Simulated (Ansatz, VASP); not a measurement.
**Pb: 3 runs at one level of theory**

The starting cell:

```
CELL_PARAMETERS angstrom
0.00000 2.47502 2.47502
2.47502 0.00000 2.47502
2.47502 2.47502 0.00000
ATOMIC_POSITIONS crystal
Pb 0.00000 0.00000 0.00000
```

Alike in all runs: task relaxation of cell and atoms; functional revPBE; k mesh 9 × 9 × 9; occupations fermi-dirac, width 0.05 eV; no spin polarisation; no spin-orbit coupling.

```
                        program and potentials  plane-wave cutoff (eV)                                                 notes  equilibrium volume (Å³/atom)
                            Ansatz, Ansatz PAW                     420  potentials made for PBE, which Ansatz adapts in part                         32.75
Ansatz, all-electron LAPW, scalar-relativistic                       -                                                     -                         32.76
              VASP, PBE PAW files Pb_d, 600 eV                     600                               potentials made for PBE                         32.66
```

The equilibrium volume spans 32.66 (VASP, PBE PAW files Pb_d, 600 eV) to 32.76 Å³/atom (Ansatz, all-electron LAPW, scalar-relativistic), with all-electron results at 32.76. Some sets were made for another functional than the one run, which can shift their rows. Relaxations stop with a little pressure left, so the last digit of a volume isn't settled.

The functional is the same throughout but for its coding, so the spread measures potentials, basis and numerics; runs on potential files found faulty are left out.
